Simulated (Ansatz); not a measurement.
A run of Ansatz 0.2.0:

Contents of input.yaml:

```yaml
crystal:
  lattice:
    - [2.4719999032, 0.0, 0.0]
    - [-1.2359999516, 2.1408147143, 0.0]
    - [0.0, 0.0, 4.02114408]
  atoms:
    - { symbol: Co, position: [0.6666666667, 0.3333333333, 0.75], spin: 2.0 }
    - { symbol: Co, position: [0.3333333333, 0.6666666667, 0.25], spin: 2.0 }
kpoints:
  mp_grid: { grid: [12, 12, 7] }
scf:
  occupations: { method: fermi_dirac, width: 0.05 }
hamiltonian:
  xc: blyp
  pseudopotentials: { kind: all_electron, lapw: { basis_error: 0.001 } }
magnetization:
  spin_polarized: true
output:
  forces: true
  stress: true
relax:
  f_tol: 0.02
  max_steps: 60
  cell: {}
```

Potentials or basis: all-electron LAPW, scalar-relativistic.

The run is started by

```sh
$ ansatz run input.yaml --threads 2 --pin off --max-ram 6144MiB --backend cpu --events-out ev --progress --plain --runs-dir out
```

Hardware: 2 threads of AMD EPYC (Zen 3), on a shared host.

Q: How long does it take, and how much memory?

A: Wall time 3.4 min on 2 threads of AMD EPYC (Zen 3) (shared host), peak memory 0.58 GiB. Counts: scf iterations 37, plane waves 311, k points 76, bands 23, ion steps 6.
